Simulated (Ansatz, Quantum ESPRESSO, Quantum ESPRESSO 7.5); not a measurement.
# Ballistic transmission: 4 layers of Na in Ca(100), on the host's sites

Aim: the zero-bias transmission with pwcond for this junction: 4 layers of Na in Ca(100), on the host's sites.

Method: plane-wave DFT, PBE, GBRV ultrasoft pseudopotentials (cross-check by Ansatz 0.2.0 with PAW datasets), in Quantum ESPRESSO 7.5.

## Step 1: Starting point

The cell holds 16 atoms: 12 Ca and 4 Na. Its edges and angles: a = 3.903 Å, b = 3.903 Å, c = 42.846 Å, α = 90.0°, β = 90.0°, γ = 90.0°. It derives from Ca. Regions: left lead, 6 atoms (6 Ca); channel, 4 atoms (4 Na); right lead, 6 atoms (6 Ca). The structure is stacked along c, and the current runs across the ab planes.

## Step 2: Ground state

One periodic cell holds a stretch of lead, the junction and more lead; the atoms stay as built.

scf.in

```
&control
  prefix = 'scf'
  outdir = './out'
  pseudo_dir = './pseudo'
  calculation = 'scf'
  tprnfor = .true.
/
&system
  ibrav = 0
  nat = 16
  ntyp = 2
  ecutwfc = 40
  ecutrho = 200
  occupations = 'smearing'
  smearing = 'mv'
  degauss = 0.01
/
&electrons
  conv_thr = 1e-07
  mixing_beta = 0.25
  electron_maxstep = 120
  mixing_mode = 'local-TF'
/
ATOMIC_SPECIES
  Ca  40.0780  ca_pbe_v1.uspp.F.UPF
  Na  22.9898  na_pbe_v1.5.uspp.F.UPF
CELL_PARAMETERS angstrom
  3.90322943214974 0.00000000000000 0.00000000000000
  0.00000000000000 3.90322943214974 0.00000000000000
  0.00000000000000 0.00000000000000 42.84589792060491
ATOMIC_POSITIONS crystal
  Ca  0.000000000000 0.000000000000 0.000000000000
  Ca  0.500000000000 0.500000000000 0.064416901826
  Ca  0.000000000000 0.000000000000 0.128833803652
  Ca  0.500000000000 0.500000000000 0.193250705478
  Ca  0.000000000000 0.000000000000 0.257667607304
  Ca  0.500000000000 0.500000000000 0.322084509130
  Na  0.000000000000 0.000000000000 0.382667607304
  Na  0.500000000000 0.500000000000 0.439416901826
  Na  0.000000000000 0.000000000000 0.496166196348
  Na  0.500000000000 0.500000000000 0.552915490870
  Ca  0.000000000000 0.000000000000 0.613498589044
  Ca  0.500000000000 0.500000000000 0.677915490870
  Ca  0.000000000000 0.000000000000 0.742332392696
  Ca  0.500000000000 0.500000000000 0.806749294522
  Ca  0.000000000000 0.000000000000 0.871166196348
  Ca  0.500000000000 0.500000000000 0.935583098174
K_POINTS automatic
  6 6 1 0 0 0
```

Started as:

```sh
> OMP_NUM_THREADS=1 mpirun -n 4 pw.x -nk 2 -in scf.in > scf.out
```

The log of the run:

```text
Program PWSCF v.7.5 starts
[citation notice left out]

     Parallel version (MPI & OpenMP), running on       4 processor cores
     Number of MPI processes:                 4
     Threads/MPI process:                     1

     MPI processes distributed on     1 nodes
[...]
Current dimensions of program PWSCF are:
     Max number of different atomic species (ntypx) = 10
     Max number of k-points (npk) =  40000
     Max angular momentum in pseudopotentials (lmaxx) =  4
     Message from routine setup:
     using ibrav=0 with symmetry is DISCOURAGED, use correct ibrav instead

     K-points division:     npool     =       2
     R & G space division:  proc/nbgrp/npool/nimage =       2
     Subspace diagonalization in iterative solution of the eigenvalue problem:
     a serial algorithm will be used

     Parallelization info
     --------------------
     sticks:   dense  smooth     PW     G-vecs:    dense   smooth      PW
     Min         434     340    106               105276    75104   12378
     Max         435     341    107               105301    75119   12397
     Sum         869     681    213               210577   150223   24775

     Using Slab Decomposition

     bravais-lattice index     =            0
     lattice parameter (alat)  =       7.3760  a.u.
     unit-cell volume          =    4405.0821 (a.u.)^3
     number of atoms/cell      =           16
     number of atomic types    =            2
     number of electrons       =       156.00
     number of Kohn-Sham states=           94
     kinetic-energy cutoff     =      40.0000  Ry
     charge density cutoff     =     200.0000  Ry
     scf convergence threshold =      1.0E-07
     mixing beta               =       0.2500
     number of iterations used =            8  local-TF  mixing
     Exchange-correlation=  SLA  PW   PBX  PBC
                           (   1   4   3   4   0   0   0)

     celldm(1)=   7.376035  celldm(2)=   0.000000  celldm(3)=   0.000000
     celldm(4)=   0.000000  celldm(5)=   0.000000  celldm(6)=   0.000000

     crystal axes: (cart. coord. in units of alat)
               a(1) = (   1.000000   0.000000   0.000000 )
               a(2) = (   0.000000   1.000000   0.000000 )
               a(3) = (   0.000000   0.000000  10.977038 )

     reciprocal axes: (cart. coord. in units 2 pi/alat)
               b(1) = (  1.000000  0.000000  0.000000 )
               b(2) = (  0.000000  1.000000  0.000000 )
               b(3) = (  0.000000  0.000000  0.091099 )

     PseudoPot. # 1 for Ca read from file:
     ./pseudo/ca_pbe_v1.uspp.F.UPF
     Pseudo is Ultrasoft + core correction, Zval = 10.0
     Generated by new atomic code, or converted to UPF format
     Using radial grid of  845 points,  6 beta functions with:
                l(1) =   0
                l(2) =   0
                l(3) =   1
                l(4) =   1
                l(5) =   2
                l(6) =   2
     Q(r) pseudized with  8 coefficients,  rinner =    1.500   1.500   1.500
                                                       1.500   1.500

     PseudoPot. # 2 for Na read from file:
     ./pseudo/na_pbe_v1.5.uspp.F.UPF
     Pseudo is Ultrasoft, Zval =  9.0
     Generated by new atomic code, or converted to UPF format
     Using radial grid of  819 points,  5 beta functions with:
                l(1) =   0
                l(2) =   0
                l(3) =   1
                l(4) =   1
                l(5) =   2
     Q(r) pseudized with  8 coefficients,  rinner =    1.250   1.250   1.250
                                                       1.250   1.250

     atomic species   valence    mass     pseudopotential
     Ca               10.00    40.07800     Ca( 1.00)
     Na                9.00    22.98980     Na( 1.00)

      8 Sym. Ops. (no inversion) found

   Cartesian axes

     site n.     atom                  positions (alat units)
         1        Ca     tau(   1) = (   0.0000000   0.0000000   0.0000000  )
         2        Ca     tau(   2) = (   0.5000000   0.5000000   0.7071068  )
         3        Ca     tau(   3) = (   0.0000000   0.0000000   1.4142136  )
         4        Ca     tau(   4) = (   0.5000000   0.5000000   2.1213203  )
         5        Ca     tau(   5) = (   0.0000000   0.0000000   2.8284271  )
         6        Ca     tau(   6) = (   0.5000000   0.5000000   3.5355339  )
         7        Na     tau(   7) = (   0.0000000   0.0000000   4.2005569  )
         8        Na     tau(   8) = (   0.5000000   0.5000000   4.8234960  )
         9        Na     tau(   9) = (   0.0000000   0.0000000   5.4464352  )
        10        Na     tau(  10) = (   0.5000000   0.5000000   6.0693744  )
        11        Ca     tau(  11) = (   0.0000000   0.0000000   6.7343973  )
        12        Ca     tau(  12) = (   0.5000000   0.5000000   7.4415041  )
        13        Ca     tau(  13) = (   0.0000000   0.0000000   8.1486109  )
        14        Ca     tau(  14) = (   0.5000000   0.5000000   8.8557177  )
        15        Ca     tau(  15) = (   0.0000000   0.0000000   9.5628245  )
        16        Ca     tau(  16) = (   0.5000000   0.5000000  10.2699312  )

     number of k points=    10  Marzari-Vanderbilt smearing, width (Ry)=  0.0100
                       cart. coord. in units 2pi/alat
        k(    1) = (   0.0000000   0.0000000   0.0000000), wk =   0.0555556
        k(    2) = (   0.0000000   0.1666667   0.0000000), wk =   0.2222222
        k(    3) = (   0.0000000   0.3333333   0.0000000), wk =   0.2222222
        k(    4) = (   0.0000000  -0.5000000   0.0000000), wk =   0.1111111
        k(    5) = (   0.1666667   0.1666667   0.0000000), wk =   0.2222222
        k(    6) = (   0.1666667   0.3333333   0.0000000), wk =   0.4444444
        k(    7) = (   0.1666667  -0.5000000   0.0000000), wk =   0.2222222
        k(    8) = (   0.3333333   0.3333333   0.0000000), wk =   0.2222222
        k(    9) = (   0.3333333  -0.5000000   0.0000000), wk =   0.2222222
        k(   10) = (  -0.5000000  -0.5000000   0.0000000), wk =   0.0555556

     Dense  grid:   210577 G-vectors     FFT dimensions: (  36,  36, 375)

     Smooth grid:   150223 G-vectors     FFT dimensions: (  30,  30, 360)

     Estimated max dynamical RAM per process >     362.76 MB

     Estimated total dynamical RAM >       1.37 GB

     Initial potential from superposition of free atoms

     starting charge     155.9093, renormalised to     156.0000
     Starting wfcs are  140 randomized atomic wfcs

     total cpu time spent up to now is        5.8 secs

     per-process dynamical memory:   172.9 Mb

     Self-consistent Calculation

[...]
-48.7053 -48.7037 -48.4499 -48.4499 -38.0073 -38.0073 -37.7850 -37.7846
   -37.7818 -37.7794 -37.7759 -37.7725 -37.7698 -37.7669 -37.7661 -37.7659
   -20.6352 -20.6259 -20.6259 -20.6187 -20.6167 -20.6167 -20.3728 -20.3727
   -20.3704 -20.3704 -20.3704 -20.3704 -19.0033 -19.0032 -18.9445 -18.9445
   -18.9445 -18.9445 -18.8266 -18.8203 -18.8068 -18.7901 -18.7704 -18.7508
   -18.7480 -18.7480 -18.7456 -18.7456 -18.7400 -18.7400 -18.7338 -18.7333
   -18.7333 -18.7253 -18.7253 -18.7195 -18.7174 -18.7174 -18.7109 -18.7109
   -18.7091 -18.7057 -18.7057 -18.7021 -18.7021 -18.7004 -18.6988 -18.6988
     0.2441   0.3300   0.4710   0.6772   0.8859   1.2122   1.2970   1.7741
     1.8488   2.4852   2.5103   3.1800   3.2400   3.7005   3.9377   4.8365
     4.8852   4.9489   4.9710   5.0900   5.2424   5.2778   5.4236   5.4726
     5.6276   5.6414   5.8475   5.9430   6.0671   6.1314

          k = 0.0000 0.1667 0.0000 ( 18903 PWs)   bands (ev):

   -48.7051 -48.7038 -48.4498 -48.4498 -38.0061 -38.0061 -37.7828 -37.7825
   -37.7799 -37.7779 -37.7747 -37.7718 -37.7693 -37.7667 -37.7654 -37.7654
   -20.6350 -20.6300 -20.6250 -20.6192 -20.6178 -20.6171 -20.3735 -20.3735
   -20.3725 -20.3724 -20.3702 -20.3701 -19.0011 -19.0011 -18.9635 -18.9635
   -18.9428 -18.9428 -18.8174 -18.8148 -18.8071 -18.7972 -18.7845 -18.7713
   -18.7618 -18.7606 -18.7531 -18.7495 -18.7432 -18.7412 -18.7404 -18.7379
   -18.7363 -18.7305 -18.7289 -18.7280 -18.7233 -18.7213 -18.7187 -18.7165
   -18.7126 -18.7108 -18.7084 -18.7063 -18.7047 -18.7034 -18.7032 -18.7005
     0.5575   0.6408   0.7772   0.9777   1.1777   1.4963   1.5756   2.0485
     2.1130   2.7408   2.7640   3.4360   3.4762   3.9521   4.1610   4.7868
     4.8255   4.8888   4.9961   5.0494   5.1356   5.2138   5.2958   5.4441
     5.4800   5.5941   5.6649   5.8551   5.8920   6.0168

          k = 0.0000 0.3333 0.0000 ( 18847 PWs)   bands (ev):

   -48.7046 -48.7039 -48.4496 -48.4496 -38.0038 -38.0038 -37.7779 -37.7779
   -37.7754 -37.7745 -37.7724 -37.7707 -37.7692 -37.7673 -37.7642 -37.7641
   -20.6365 -20.6364 -20.6228 -20.6219 -20.6182 -20.6182 -20.3796 -20.3795
   -20.3718 -20.3718 -20.3697 -20.3697 -19.0012 -19.0011 -18.9969 -18.9968
   -18.9395 -18.9395 -18.8212 -18.8212 -18.8159 -18.8158 -18.8051 -18.8047
   -18.7919 -18.7915 -18.7784 -18.7759 -18.7679 -18.7602 -18.7477 -18.7359
   -18.7313 -18.7305 -18.7273 -18.7262 -18.7242 -18.7239 -18.7205 -18.7193
   -18.7193 -18.7150 -18.7140 -18.7140 -18.7116 -18.7089 -18.7078 -18.7063
     1.4449   1.5192   1.6412   1.8208   1.9996   2.2826   2.3659   2.7952
     2.8281   3.4011   3.4198   4.0370   4.0539   4.0805   4.1336   4.2231
     4.3438   4.4876   4.6587   4.6649   4.7274   4.8340   5.0210   5.1495
     5.2838   5.3093   5.3631   5.4439   5.5704   5.6178

          k = 0.0000-0.5000 0.0000 ( 18646 PWs)   bands (ev):

   -48.7042 -48.7042 -48.4496 -48.4495 -38.0027 -38.0026 -37.7750 -37.7750
   -37.7717 -37.7717 -37.7712 -37.7712 -37.7697 -37.7697 -37.7635 -37.7635
   -20.6388 -20.6388 -20.6204 -20.6204 -20.6202 -20.6202 -20.3826 -20.3826
   -20.3715 -20.3715 -20.3694 -20.3694 -19.0193 -19.0192 -18.9955 -18.9954
   -18.9378 -18.9378 -18.8350 -18.8350 -18.8295 -18.8294 -18.8188 -18.8187
   -18.8066 -18.8066 -18.7949 -18.7949 -18.7522 -18.7522 -18.7435 -18.7435
   -18.7330 -18.7330 -18.7253 -18.7253 -18.7205 -18.7205 -18.7189 -18.7189
   -18.7179 -18.7178 -18.7176 -18.7175 -18.7162 -18.7161 -18.7114 -18.7114
     2.7439   2.7439   2.7983   2.7983   2.8887   2.8887   3.0089   3.0089
     3.1289   3.1289   3.2296   3.2296   3.5991   3.5991   4.0234   4.0235
     4.1510   4.1510   4.4050   4.4051   4.4924   4.4924   4.8399   4.8400
     4.8662   4.8662   5.1458   5.1458   5.5831   5.5832

          k = 0.1667 0.1667 0.0000 ( 18855 PWs)   bands (ev):

   -48.7049 -48.7038 -48.4497 -48.4497 -38.0050 -38.0050 -37.7807 -37.7806
   -37.7781 -37.7764 -37.7736 -37.7710 -37.7689 -37.7664 -37.7647 -37.7647
   -20.6346 -20.6291 -20.6290 -20.6203 -20.6189 -20.6170 -20.3733 -20.3733
   -20.3731 -20.3731 -20.3721 -20.3721 -18.9989 -18.9989 -18.9623 -18.9623
   -18.9609 -18.9609 -18.8089 -18.8083 -18.8035 -18.7969 -18.7872 -18.7759
   -18.7680 -18.7651 -18.7643 -18.7588 -18.7534 -18.7512 -18.7470 -18.7448
   -18.7421 -18.7386 -18.7358 -18.7333 -18.7302 -18.7275 -18.7259 -18.7212
   -18.7197 -18.7155 -18.7150 -18.7117 -18.7107 -18.7100 -18.7065 -18.7058
     0.8631   0.9442   1.0771   1.2728   1.4655   1.7768   1.8515   2.3190
     2.3735   2.9889   3.0094   3.6716   3.6903   4.1563   4.3464   4.8765
     4.9115   4.9748   5.0622   5.0766   5.1126   5.1737   5.3045   5.3160
     5.4263   5.4474   5.5997   5.7031   5.7486   5.8467

          k = 0.1667 0.3333 0.0000 ( 18795 PWs)   bands (ev):

   -48.7045 -48.7039 -48.4496 -48.4495 -38.0027 -38.0027 -37.7764 -37.7763
   -37.7738 -37.7731 -37.7712 -37.7698 -37.7685 -37.7667 -37.7631 -37.7631
   -20.6358 -20.6354 -20.6265 -20.6228 -20.6203 -20.6177 -20.3793 -20.3792
   -20.3727 -20.3727 -20.3715 -20.3715 -18.9989 -18.9989 -18.9944 -18.9944
   -18.9579 -18.9578 -18.8131 -18.8129 -18.8092 -18.8089 -18.8010 -18.8002
   -18.7921 -18.7892 -18.7814 -18.7778 -18.7737 -18.7662 -18.7575 -18.7506
   -18.7459 -18.7419 -18.7388 -18.7363 -18.7334 -18.7301 -18.7278 -18.7260
   -18.7257 -18.7228 -18.7228 -18.7217 -18.7198 -18.7194 -18.7164 -18.7162
     1.7239   1.7978   1.9192   2.0972   2.2743   2.5521   2.6331   3.0543
     3.0803   3.6361   3.6448   4.2013   4.2026   4.2446   4.2925   4.3768
     4.4797   4.6175   4.7739   4.7946   4.8272   4.9314   5.0791   5.1921
     5.2334   5.2761   5.3490   5.4526   5.4989   5.5159

[...]
the Fermi energy is     4.2519 ev

!    total energy              =   -1280.46467779 Ry
     estimated scf accuracy    <       0.00000002 Ry
     smearing contrib. (-TS)   =      -0.00308742 Ry
     internal energy E=F+TS    =   -1280.46159037 Ry

     The total energy is F=E-TS. E is the sum of the following terms:
     one-electron contribution =    -824.44596657 Ry
     hartree contribution      =     418.16313738 Ry
     xc contribution           =    -198.64022221 Ry
     ewald contribution        =    -675.53853897 Ry

     convergence has been achieved in  14 iterations

     Forces acting on atoms (cartesian axes, Ry/au):

     atom    1 type  1   force =     0.00000000    0.00000000    0.00017831
     atom    2 type  1   force =     0.00000000    0.00000000   -0.00010353
     atom    3 type  1   force =     0.00000000    0.00000000    0.00048434
     atom    4 type  1   force =     0.00000000    0.00000000   -0.00084699
     atom    5 type  1   force =     0.00000000    0.00000000    0.00020537
     atom    6 type  1   force =     0.00000000    0.00000000   -0.00053299
     atom    7 type  2   force =     0.00000000    0.00000000    0.00191309
     atom    8 type  2   force =     0.00000000    0.00000000   -0.00034341
     atom    9 type  2   force =     0.00000000    0.00000000    0.00036168
     atom   10 type  2   force =     0.00000000    0.00000000   -0.00194446
     atom   11 type  1   force =     0.00000000    0.00000000    0.00053691
     atom   12 type  1   force =     0.00000000    0.00000000   -0.00018202
     atom   13 type  1   force =     0.00000000    0.00000000    0.00085787
     atom   14 type  1   force =     0.00000000    0.00000000   -0.00049376
     atom   15 type  1   force =     0.00000000    0.00000000    0.00009841
     atom   16 type  1   force =     0.00000000    0.00000000   -0.00018883

     Total force =     0.003218     Total SCF correction =     0.000478
     SCF correction compared to forces is large: reduce conv_thr to get better values

[...]
=------------------------------------------------------------------------------=
   JOB DONE.
=------------------------------------------------------------------------------=
```

The job ended after 2.8 min (4 MPI ranks of Arm Neoverse V2, shared host; peak memory 1.5 GiB).

This step gave:

| Property | Result |
| --- | --- |
| free energy | -17421.6095 eV |
| Fermi energy | 4.252 eV |

The program's own clock; routines nest. Time by routine:

```tsv
routine	wall time (s)	calls
PWSCF	164.6	1
electrons	156.2	1
c_bands	129.3	14
cegterg	118	70
h_psi	73.05	315
fftw	50.57	37060
vloc_psi	45.92	315
calbec	20.46	405
sum_band	20.4	14
h_psi:calbec	13.22	315
add_vuspsi	13.15	315
s_psi	13.12	315
init_run	5.7	1
wfcinit	5.1	1
```

The run needed 14 iterations to bring the estimated error under 1e-07 Ry; the largest force on any atom, held or free, is 0.05 eV/Å.

(Part 1 of 4 ends here.)

[Logs are printed without paths, hosts, clocks, repeated set-up lines and the standing remarks that a program may print on its own settings, such as how far it seeks lower states.]

[Hosts, paths, dates, database ids (printed as entryN), source tags and the programs' standing remarks are cut or masked in the printed files.]

[Maps of the electrostatic potential energy from Ansatz leave out the sawtooth potential of an applied field or a dipole correction, so their vacuum need not be flat; planar profiles and work functions include it.]
